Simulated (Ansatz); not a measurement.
**Bands of Bi**

```
Bi
1.0
     2.27300    1.31232    3.95400
    -2.27300    1.31232    3.95400
     0.00000   -2.62463    3.95400
Bi
2
Direct
  0.23389 0.23389 0.23389
  0.76611 0.76611 0.76611
```

Atom numbers follow the list: Bi1, Bi2.

The cell is a measured one (Crystallography Open Database entry 9009658); the temperature and pressure of the measurement aren't taken into account, and nothing was relaxed.

No spin–orbit coupling, which matters for the heavy atoms here.

These are results of DFT, PBE, all-electron LAPW, scalar-relativistic (Ansatz 0.2.0), not measurements.

Settings: a Γ-centred 11×11×11 k mesh, Fermi–Dirac smearing of 0.03 eV, basis error target 0.25 meV/atom, no spin polarisation.

Points in fractions of the reciprocal vectors of this cell: Γ (0, 0, 0), T (0.5, 0.5, 0.5), H2 (0.76, 0.24, 0.5), H0 (0.5, -0.24, 0.24), L (0.5, 0, 0), S0 (0.37, -0.37, 0), S2 (0.63, 0, 0.37), F (0.5, 0, 0.5). The path joins them by straight lines in the order Γ–T–H2–H0–L–Γ–S0–S2–F; legs that retrace an earlier one aren't tabulated. Energies are in eV from the Fermi level.

Task: Metal or insulator at this level of theory?

Result: No gap opens: metallic or semimetallic.

Task: Tabulate bands 34 to 40, counted from the lowest band of the run, along the path.

Result: 
| k (1/Å) | point | band 34 | band 35 | band 36 | band 37 | band 38 | band 39 | band 40 |
| --- | --- | --- | --- | --- | --- | --- | --- | --- |
| 0.00 | Γ | -7.43 | -1.45 | -1.19 | -1.19 | 2.51 | 2.98 | 2.98 |
| 0.20 |  | -7.76 | -1.32 | -1.14 | -1.14 | 2.17 | 2.59 | 2.59 |
| 0.40 |  | -8.55 | -1.11 | -0.99 | -0.99 | 1.53 | 1.80 | 1.80 |
| 0.60 |  | -9.41 | -0.96 | -0.75 | -0.75 | 0.98 | 1.06 | 1.06 |
| 0.79 | T | -9.86 | -0.90 | -0.59 | -0.59 | 0.72 | 0.72 | 0.77 |
| 0.97 |  | -9.84 | -2.22 | -1.34 | 0.01 | 0.14 | 1.64 | 2.38 |
| 1.15 |  | -9.82 | -3.38 | -2.59 | -0.05 | 0.43 | 3.45 | 4.00 |
| 1.33 |  | -9.90 | -3.99 | -3.56 | -0.15 | 0.68 | 4.79 | 4.79 |
| 1.51 | H2 | -10.16 | -4.04 | -3.95 | -0.40 | 0.81 | 5.00 | 5.01 |
| 1.67 |  | -10.20 | -4.25 | -3.39 | -1.28 | 1.68 | 4.26 | 5.16 |
| 1.83 |  | -10.19 | -4.33 | -2.46 | -2.42 | 2.98 | 3.10 | 4.75 |
| 1.99 |  | -10.20 | -4.25 | -3.39 | -1.28 | 1.68 | 4.26 | 5.16 |
| 2.15 | H0 | -10.16 | -4.04 | -3.95 | -0.40 | 0.81 | 5.00 | 5.01 |
| 2.31 |  | -10.50 | -3.95 | -3.37 | -0.72 | 0.78 | 4.58 | 4.81 |
| 2.48 |  | -10.48 | -3.33 | -2.40 | -1.02 | 0.65 | 2.92 | 3.66 |
| 2.65 |  | -10.46 | -2.25 | -1.22 | -1.18 | 0.53 | 1.10 | 2.18 |
| 2.81 | L | -10.47 | -1.31 | -1.16 | -0.24 | -0.22 | 0.57 | 1.06 |
| 3.02 |  | -9.67 | -1.35 | -1.19 | -0.65 | 0.30 | 0.96 | 1.30 |
| 3.23 |  | -8.61 | -1.37 | -1.21 | -0.99 | 1.15 | 1.74 | 1.92 |
| 3.44 |  | -7.77 | -1.38 | -1.20 | -1.18 | 2.20 | 2.42 | 2.64 |
| 3.65 | Γ | -7.43 | -1.45 | -1.19 | -1.19 | 2.51 | 2.98 | 2.98 |
| 3.91 |  | -7.90 | -1.66 | -1.09 | -1.02 | 1.78 | 2.04 | 3.07 |
| 4.16 |  | -8.94 | -2.60 | -0.72 | -0.70 | 0.56 | 0.92 | 3.72 |
| 4.42 |  | -10.00 | -3.62 | -1.62 | -1.46 | 1.41 | 1.55 | 4.75 |
| 4.68 | S0 | -10.19 | -4.33 | -2.46 | -2.42 | 2.98 | 3.10 | 4.75 |
| 4.82 |  | -10.35 | -4.17 | -3.08 | -1.44 | 1.67 | 3.93 | 5.19 |
| 4.96 |  | -10.47 | -3.98 | -3.43 | -0.69 | 0.78 | 4.68 | 4.86 |
| 5.09 |  | -10.35 | -4.17 | -3.08 | -1.44 | 1.67 | 3.93 | 5.19 |
| 5.23 | S2 | -10.19 | -4.33 | -2.46 | -2.42 | 2.98 | 3.10 | 4.75 |
| 5.32 |  | -9.88 | -4.47 | -2.66 | -2.64 | 3.19 | 3.63 | 4.53 |
| 5.41 |  | -9.63 | -4.57 | -2.84 | -2.77 | 2.82 | 4.25 | 4.89 |
| 5.50 |  | -9.47 | -4.62 | -2.94 | -2.84 | 2.50 | 4.74 | 5.28 |
| 5.59 | F | -9.42 | -4.64 | -2.98 | -2.87 | 2.38 | 4.94 | 5.45 |
